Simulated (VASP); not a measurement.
Input of a VASP 6.6.1 run:

Contents of INCAR:

```
PREC = Accurate ; ENCUT = 350
EDIFF = 1E-5 ; ISMEAR = 0
SIGMA = 0.03 ; LREAL = Auto
LASPH = True ; NELM = 120
ALGO = Normal ; ISIF = 2
LWAVE = False ; LCHARG = False
ISPIN = 2 ; MAGMOM = 2 0 0 0 0 0 0 0 0 0 0 0 0 0 0 0 0 0 0 0 0 0 0 0
LORBIT = 11 ; NUPDOWN = 2
LMAXMIX = 4 ; LDAU = True
LDAUTYPE = 2 ; LDAUL = 2 -1
LDAUU = 4 0 ; LDAUJ = 0 0
LDAUPRINT = 1 ; GGA = PS
IBRION = 2 ; NSW = 60
EDIFFG = -0.03 ; ISYM = 0
KPAR = 4
```

The input KPOINTS:

```
regular mesh
0
Gamma
  2 3 3
```

POSCAR

```
FeSi23
1.0
    0.0000000000      8.1555000000      8.1555000000
    5.4370000000      0.0000000000      5.4370000000
    5.4370000000      5.4370000000      0.0000000000
Fe Si
1 23
Direct
   -0.0019570000      0.0003600000      0.0016180000
    0.0023520000     -0.0016790000      0.4981950000
    0.0027350000      0.4966000000     -0.0012820000
    0.0007840000      0.5048110000      0.4940640000
    0.3380520000      0.0029640000     -0.0063920000
    0.3326460000     -0.0006540000      0.4992250000
    0.3326120000      0.4944900000      0.0068860000
    0.3356400000      0.4943640000      0.4995040000
    0.6688200000      0.0044100000     -0.0000880000
    0.6707740000     -0.0069800000      0.5022750000
    0.6699950000      0.5030330000     -0.0028820000
    0.6716460000      0.4999780000      0.4977190000
    0.0777520000      0.1366670000      0.1252050000
    0.0771610000      0.1285410000      0.6293370000
    0.0831060000      0.6212410000      0.1228890000
    0.0855790000      0.6233910000      0.6209430000
    0.4159270000      0.1247370000      0.1231680000
    0.4132210000      0.1297450000      0.6186670000
    0.4188780000      0.6227710000      0.1228100000
    0.4197310000      0.6283970000      0.6215800000
    0.7538100000      0.1228910000      0.1285920000
    0.7462550000      0.1359120000      0.6217880000
    0.7517610000      0.6226210000      0.1229210000
    0.7525790000      0.6209160000      0.6258130000
```

Potentials or basis: VASP PAW PBE potentials, release 64 (Fe, Si).

The run is started by

```console
$ cat potpaw_PBE.64/Fe/POTCAR potpaw_PBE.64/Si/POTCAR > POTCAR
$ mpirun -np 4 vasp_std > vasp.out
```

Q: Predict the energy gained by relaxing.

A: 14.0 meV/atom.

Forces on the atoms (eV/Å):
```
Fe  -0.012 -0.005  0.009
Si  -0.013 -0.001  0.004
Si  -0.004  0.017 -0.004
Si   0.001  0.012 -0.002
Si   0.002  0.003 -0.005
Si   0.008 -0.006  0.006
Si   0.003  0.009 -0.003
Si  -0.005  0.015 -0.004
Si  -0.004 -0.002  0.000
Si   0.004  0.007 -0.004
Si  -0.009  0.001 -0.012
Si   0.003  0.006 -0.009
Si  -0.020  0.008 -0.008
Si   0.014 -0.008 -0.010
Si   0.014 -0.013 -0.001
Si   0.019 -0.010  0.001
Si   0.007  0.003  0.005
Si  -0.006  0.000  0.020
Si   0.016 -0.012 -0.006
Si   0.006 -0.016 -0.012
Si  -0.010  0.005  0.028
Si  -0.009  0.000  0.018
Si   0.003  0.001 -0.002
Si  -0.006 -0.016 -0.007
```

Caveat: the PAW data sets were made with another functional, which shifts forces and pressure a little; the total moment is fixed, so each spin has its own Fermi level; the U is typed as a test and isn't derived for this compound. The state reached can hang on the start; a lower one may exist.
